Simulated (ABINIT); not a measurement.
Input of an ABINIT 10.8.3 (patched build) run:

Contents of run.abi:

```
# Pseudopotentials
pp_dirpath "./"
pseudos "Zn.upf, K.upf, F.upf"

# Structure
acell 3*1.0 Angstrom
rprim
     4.0500000000     0.0000000000     0.0000000000
     0.0000000000     4.0500000000     0.0000000000
     0.0000000000     0.0000000000     4.0500000000
ntypat 3
znucl 30 19 9
natom 5
typat 1 2 3 3 3
xred
     0.5000000000     0.5000000000     0.5000000000
     0.0000000000     0.0000000000     0.0000000000
     0.5000000000     0.0000000000     0.5000000000
     0.0000000000     0.5000000000     0.5000000000
     0.5000000000     0.5000000000     0.0000000000

# Plane-wave basis
ecut 40.0

# k points
kptopt 1
ngkpt 5 5 5
nshiftk 1
shiftk 0.0 0.0 0.0

# Exchange and correlation
ixc 11

# Bands and occupations
nband 30
occopt 3
tsmear 0.05 eV

# SCF cycle
nstep 100
tolvrs 1.0e-10

# Output
iomode 3
prtwf 0
prteig 0
prtebands 0
enunit 1
prtden 1
prtvha 1
prtvclmb 1
prtpot 1
prtelf 1
```

Potentials or basis: PseudoDojo NC SR PBE v0.4.1 standard.

Launch:

```bash
$ abinit run.abi > log 2>&1
```

Question: What does it give for the band gap on the k mesh?

Answer: 4.20 eV, indirect (least direct gap 5.71 eV).

Question: What does it give for the pressure?

Answer: 4.0 GPa.

Caveat: an odd mesh through Γ misses points on the zone boundary, where band edges often lie. As with any semilocal functional, this PBE gap is likely too small.
